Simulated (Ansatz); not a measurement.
CoSb₃:
```
CoSb3
1.0
   -4.49243     4.49243     4.49243
    4.49243    -4.49243     4.49243
    4.49243     4.49243    -4.49243
Co Sb
4 12
Direct
  0.50000   0.50000   0.50000
  0.00000   0.00000   0.50000
  0.50000   0.00000   0.00000
  0.00000   0.50000   0.00000
  0.49288   0.15970   0.33317
  0.82653   0.15970   0.66683
  0.50712   0.84030   0.66683
  0.17347   0.84030   0.33317
  0.33317   0.49288   0.15970
  0.66683   0.82653   0.15970
  0.66683   0.50712   0.84030
  0.33317   0.17347   0.84030
  0.15970   0.33317   0.49288
  0.15970   0.66683   0.82653
  0.84030   0.66683   0.50712
  0.84030   0.33317   0.17347
```

Relaxed with PBEsol.

### Question
Which orbitals make up the states near the band edges in plane-wave PAW PBEsol (Ansatz code)?

### Answer
Top 1 eV of the valence band: Sb 5p 49 %, Co 3d 45 %. Bottom 1 eV of the conduction band: Sb 5p 45 %, Co 3d 36 %, Sb 5s 14 %. Projections are on Löwdin-orthogonalised atomic valence shells; empty p or d shells of many metals are not among them.

### Question
Tabulate the density of states.

### Answer
States/eV per cell of 16 atoms, in 0.25 eV bins, energy from the valence-band maximum.

```tsv
E (eV)	total	Sb 5p	Co 3d	Sb 5s
-7.85	10.13	1.46	0.48	7.80
-7.60	7.12	0.86	0.39	5.67
-7.35	0.00	0.00	0.00	0.00
-7.10	0.00	0.00	0.00	0.00
-6.85	0.00	0.00	0.00	0.00
-6.60	0.00	0.00	0.00	0.00
-6.35	0.00	0.00	0.00	0.00
-6.10	0.00	0.00	0.00	0.00
-5.85	0.00	0.00	0.00	0.00
-5.60	2.72	2.33	0.11	0.11
-5.35	6.88	5.79	0.39	0.36
-5.10	5.76	4.54	0.46	0.41
-4.85	5.81	4.38	0.53	0.47
-4.60	9.96	7.64	0.97	0.70
-4.35	10.81	8.10	1.48	0.75
-4.10	10.55	7.45	1.82	0.76
-3.85	7.40	5.37	1.35	0.40
-3.60	8.00	5.32	1.89	0.56
-3.35	8.45	5.42	2.21	0.54
-3.10	10.80	5.92	4.04	0.53
-2.85	12.92	7.01	4.96	0.59
-2.60	22.91	10.39	11.42	0.55
-2.35	17.03	8.09	7.96	0.54
-2.10	14.64	6.51	7.22	0.52
-1.85	17.48	5.90	10.61	0.47
-1.60	29.47	6.52	21.47	0.61
-1.35	25.32	6.47	17.69	0.42
-1.10	23.11	6.69	15.22	0.58
-0.85	17.47	6.74	9.86	0.34
-0.60	15.37	8.91	5.50	0.38
-0.35	5.11	3.72	1.04	0.13
-0.10	0.01	0.01	0.00	0.00
0.15	0.00	0.00	0.00	0.00
0.40	4.75	1.46	2.41	0.71
0.65	8.55	3.43	3.49	1.27
0.90	11.62	5.60	3.85	1.61
1.15	9.38	4.93	2.76	1.18
1.40	6.25	3.65	1.47	0.76
1.65	8.42	5.46	1.62	0.68
1.90	10.19	6.78	1.85	0.74
2.15	11.45	8.04	1.64	0.78
2.40	6.75	4.86	0.84	0.35
2.65	9.65	7.00	1.12	0.49
2.90	8.44	6.07	0.85	0.39
3.15	11.36	8.43	0.94	0.46
3.40	12.71	9.54	0.97	0.44
3.65	7.88	5.77	0.55	0.30
3.90	9.62	6.57	0.59	0.32
4.15	10.52	6.83	0.64	0.27
4.40	9.11	6.16	0.54	0.22
4.65	6.40	3.92	0.32	0.12
4.90	6.06	2.70	0.24	0.10
5.15	9.63	2.79	0.26	0.14
```

Space group Im-3. The PBEsol relaxation kept the symmetry of its start. The workflow began spin-polarised and lost its moments. Scalar-relativistic: spin–orbit coupling is off unless named, which matters more the heavier the elements.

Potentials: the later of the program's two PAW sets.
